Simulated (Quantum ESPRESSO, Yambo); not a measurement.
# BeTe (F-43m): G0W0 with and without spin-orbit coupling, part 2 of 2

Wanted: the effect of spin-orbit coupling on the quasiparticle gap of BeTe (F-43m).

Quantum ESPRESSO 7.5 and Yambo 5.3.0; PBE and many-body steps on it, plane waves. Known limits of the many-body steps: not at the basis limit; no spin-orbit coupling in some runs; coarse k mesh.

So far. Step 4 (Scalar-relativistic): The gap on the mesh goes from 2.03 eV to 2.87 eV, a correction of +0.84 eV. Step 5 (Empty states on the mesh, 4×4×4 mesh, 360 bands): On this mesh the gap is 1.734 eV.

### Step 6. Conversion and set-up

This step: Yambo 5.3.0; conversion and set-up on PBE with spin-orbit coupling, plane waves, norm-conserving pseudopotentials.

On the command line:

```
$ (cd o/x.save; p2y > p2y.log; mv SAVE ../..); yambo > setup.log
```

The program printed:

```text
 Yambo, version 5.3.0

 [02] CORE Variables Setup
 =========================

  [02.01] Unit cells
  ==================

  Cell kind             :  FCC
  Atoms in the cell     :  Be  Te
  number of Be atoms    :  1
  number of Te atoms    :  1

  List of atomic masses
  Mass of Be    :  9.012000
  Mass of Te    :  127.6000

  List of atomic coordinates    : [cc]
  Be1       :  0.000000  0.000000  0.000000  order 1
  Te1       :  8.026022  8.026022  8.026022  order 2

  Alat factors          :  5.350682  5.350682  5.350682 [a.u.]
  Direct lattice volume :  306.3778 [a.u.]
[...]
==========================================

 IBZ Q-points                                      :   8
 BZ  Q-points                                      :   64

 K/Q-points units:
 rlu = crystal or reduced units; cc = cartesian coordinates; iku = interal k-units

 Q [1]          [rlu]:  0.000000  0.000000  0.000000
 Q [2]          [rlu]:  0.54651E-16  0.26895E-16  0.25000
 Q [3]          [rlu]: -0.10930E-15 -0.53790E-16 -0.50000
[...]
Q [7]          [rlu]: -0.91171E-17 -0.50000     -0.50000
 Q [8]          [rlu]:  0.250000 -0.500000 -0.250000

  [03.01] X indexes
  =================

   [03.01.01] Sigma indexes
   ========================

 [06] Game Over & Game summary
```

Run time: 2.6 s. Hardware: 1 MPI rank of Arm Neoverse V2, shared host; peak memory 0.25 GiB.

### Step 7. With spin-orbit coupling

This step: G0W0 on PBE with spin-orbit coupling, plane waves, norm-conserving pseudopotentials.

The input, gw4.in:

```
HF_and_locXC
gw0
dyson
ppa
em1d
rim_cut
RandQpts= 1000000
RandGvec= 1 RL
EXXRLvcs= 88 Ry
VXCRLvcs= 352 Ry
Chimod= "HARTREE"
% BndsRnXp
 1 | 360 |
%
NGsBlkXp= 17 Ry
% LongDrXp
 1 | 1 | 1 |
%
% GbndRnge
 1 | 360 |
%
DysSolver= "n"
ExtendOut
PPAPntXp= 27.21138 eV
% QPkrange
 1 | 1 | 25 | 32 |
 7 | 7 | 25 | 32 |
%
```

On the command line:

```
$ OMP_NUM_THREADS=2 mpirun -n 2 yambo -F gw4.in -J gw4 -C gw4 > gw4.log
```

The program printed:

```text
 Yambo, version 5.3.0

 [02] CORE Variables Setup
 =========================

  [... cell, symmetries and grids as in the set-up ...]

  [02.05] Energies & Occupations
  ==============================

  [X] === General ===
  [X] Electronic Temperature                        :  0.000000  0.000000 [eV K]
  [X] Bosonic    Temperature                        :  0.000000  0.000000 [eV K]
  [X] Finite Temperature mode                       : no
  [X] El. density                                   :  0.61673E+24 [cm-3]
  [X] Fermi Level                                   :  8.737735 [eV]

  [X] === Gaps and Widths ===
  [X] Conduction Band Min                           :  1.734287 [eV]
  [X] Valence Band Max                              :  0.000000 [eV]
  [X] Filled Bands                                  :  28
  [X] Empty Bands                                   :    29   360
  [X] Direct Gap                                    :  3.319578 [eV]
  [X] Direct Gap localized at k                     :  1
  [X] Indirect Gap                                  :  1.734287 [eV]
  [X] Indirect Gap between kpts                     :   1   7
  [X] Last valence band width                       :  3.339990 [eV]
  [X] 1st conduction band width                     :  3.211035 [eV]

 [03] Transferred momenta grid and indexing
 ==========================================

 IBZ Q-points                                      :   8
 BZ  Q-points                                      :   64

 K/Q-points units:
 rlu = crystal or reduced units; cc = cartesian coordinates; iku = interal k-units

 Q [1]          [rlu]:  0.000000  0.000000  0.000000
 Q [2]          [rlu]:  0.54651E-16  0.26895E-16  0.25000
 Q [3]          [rlu]: -0.10930E-15 -0.53790E-16 -0.50000
[...]
NLCC RL compoments                               :   34327
  PP Number of Atomic Species                      :  2
  NLCC RL compoments                               :   34327

 [xc] E_xc :  -22.85102 [Ha]
      E_xc :  -45.70205 [Ry]

  Local XC kind (lXC) : Perdew, Burke & Ernzerhof(X)+Perdew, Burke & Ernzerhof(C)
  Non-Local XC kind (nlXC) : Hartree-Fock

  Corrections @ K [1] :  [eV]
 <25|nlXC|25> = -14.89115  0.47350E-17 <25|lXC|25> = -13.26303  0.11579E-20
 <26|nlXC|26> = -14.89112  0.70040E-17 <26|lXC|26> = -13.26302 -0.18884E-15
 <27|nlXC|27> = -14.89124  0.10634E-16 <27|lXC|27> = -13.26302  0.94407E-16
[...]
Corrections @ K [7] :  [eV]
[...]
<31|nlXC|31> = -5.807417 -0.27279E-18 <31|lXC|31> = -9.790282  0.23605E-16
 <32|nlXC|32> = -5.807429  0.36463E-18 <32|lXC|32> = -9.790282 -0.29773E-20

 [08] Dyson equation: Newton solver
 ==================================

  [08.01] G0W0 (W PPA)
  ====================

  [  GW  ] Bands range     :     1   360
  [GW/PPA] G damping       :  0.100000 [eV]

  QP @ state[ 1 ] K range:  1  1
  QP @ state[ 1 ] b range:   25   32
  QP @ state[ 2 ] K range:   7   7
  QP @ state[ 2 ] b range:   25   32

   Sc/G bands                                       :     1   360
   Sc/G damping                                     :  0.100000 ev
   Sc bands terminator                              : no
   Sx RL components                                 :   4285

   QP @ state[ 1 ] K range                          :  1  1
   QP @ state[ 1 ] b range                          :   25   32
   QP @ state[ 2 ] K range                          :   7   7
   QP @ state[ 2 ] b range                          :   25   32
   GF energies kind                                 : Perdew, Burke & Ernzerhof(X)+Perdew, Burke & Ernzerhof(C)
   GF WF`s kind                                     : Perdew, Burke & Ernzerhof(X)+Perdew, Burke & Ernzerhof(C)
   Xs energies kind                                 : Perdew, Burke & Ernzerhof(X)+Perdew, Burke & Ernzerhof(C)
   Xs WF`s kind                                     : Perdew, Burke & Ernzerhof(X)+Perdew, Burke & Ernzerhof(C)

 [11] Game Over & Game summary
```

It took 17 min on 2 MPI ranks; peak memory 2 GiB.

This step gave:

```yaml
g0w0_gap_on_the_points_computed: 2.545 eV
starting_gap_on_the_mesh: 1.734 eV
k_of_the_valence_top: 0, 0, 0
k_of_the_conduction_bottom: 0, -0.5, -0.5
least_direct_g0w0_gap_on_the_computed_points: 4.364 eV
z_at_the_valence_top: 0.8059
z_at_the_conduction_bottom: 0.8168
```

Against G0W0 in Yambo (4×4×4 mesh, 180 bands, screening to 231.3 eV, Godby-Needs plasmon pole), the gap moves by −0.322 eV.

### Step 8. The runs together

Times are wall times on the hardware named with each run, good to a factor of about two.

| run | mesh | bands | screening cutoff (eV) | DFT gap (eV) | gap on the mesh (eV) | direct (eV) | time |
| --- | --- | --- | --- | --- | --- | --- | --- |
| scalar-relativistic | 4×4×4 | 180 | 231.3 | 2.027 | 2.868 | 4.727 | 3.6 min |
| with spin-orbit coupling | 4×4×4 | 360 | 231.3 | 1.734 | 2.545 | 4.364 | 17 min |

### Step 9. Results

```
scalar-relativistic      : 2.868 eV
with spin-orbit coupling : 2.545 eV
known limits             : not at the basis limit; no spin-orbit coupling in some runs; coarse k mesh
```

In words: With spin-orbit coupling: −0.322 eV against scalar-relativistic, −0.293 eV of it in the start. Against experiment, by with spin-orbit coupling: the gap of 2.55 eV lies −0.15 eV from the measured 2.7 eV (indirect, quoted 1997); the gap of 2.55 eV lies −0.25 eV from the measured 2.8 eV (indirect, quoted 1997). These are gaps on the mesh, at modest bands and cutoff. The calculation has static nuclei and no excitons; a measured gap holds zero-point and thermal motion, which mostly lowers it. Bands and cutoff are finite, so the gap is not at the basis limit. The miss can reach some tenths of an eV and take either sign; the mesh is an error of its own. In the G0W0 runs levels were corrected at 2 k points alone, so a gap called «on the mesh» is the least over those, and an edge elsewhere would be missed. The 4×4×4 mesh is coarse for this cell, which bears on the long-range parts of exchange and screening.

[Paths, hosts, dates, memory and timing lines, banners, echoed tables and standing remarks are left out of the program output.]

[Logs are printed without paths, hosts, clocks, repeated set-up lines and the standing remarks that a program may print on its own settings, such as how far it seeks lower states.]

[Runs of the session that timed out or met a known fault of the program may be left out.]

[Hosts, paths, dates, database ids (printed as entryN), source tags and the programs' standing remarks are cut or masked in the printed files.]
